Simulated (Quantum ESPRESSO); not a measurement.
## FeSi2 (Linzhiite): equation of state with LDA

Crystal: FeSi2 (Linzhiite).

```
Fe Si
1.0
     2.68400    0.00000    0.00000
     0.00000    2.68400    0.00000
     0.00000    0.00000    5.12800
Fe Si
1 2
Direct
  0.00000 0.00000 0.00000
  0.50000 0.50000 0.73000
  0.50000 0.50000 0.27000
```

```json
{"Program": "Quantum ESPRESSO 7.5", "Task": "equation of state", "Functional": "LDA", "Potentials or basis": "GBRV 1.5 LDA", "Cutoff": "762 eV", "Density cutoff": "6095 eV", "k mesh": "10 × 10 × 5", "Occupations": "fermi-dirac, width 0.05 eV", "Spin": "collinear spin, ferromagnetic start", "Starting moments": "[3.0, 0.0, 0.0] μB"}
```

```yaml
Equilibrium_volume: 11.96 Å³/atom
Bulk_modulus_at_fixed_shape_and_positions: 214 GPa
Pressure_derivative_of_the_bulk_modulus: 4.8
```

Energy against volume, from the lowest point:
```tsv
volume (Å³/atom)	energy (meV/atom)
11.575	8.33
11.821	0.55
12.068	0.00
12.314	5.90
12.560	17.57
12.806	34.31
13.053	55.55
```

All runs of the series together: 4.1 min on 2 threads of Intel(R) Xeon(R) 6975P-C (Granite Rapids), with other jobs on the host.

Caveat: the cell was scaled at fixed shape and fractional positions, which overstates the stiffness of a crystal with free parameters, most of all of layers and chains.
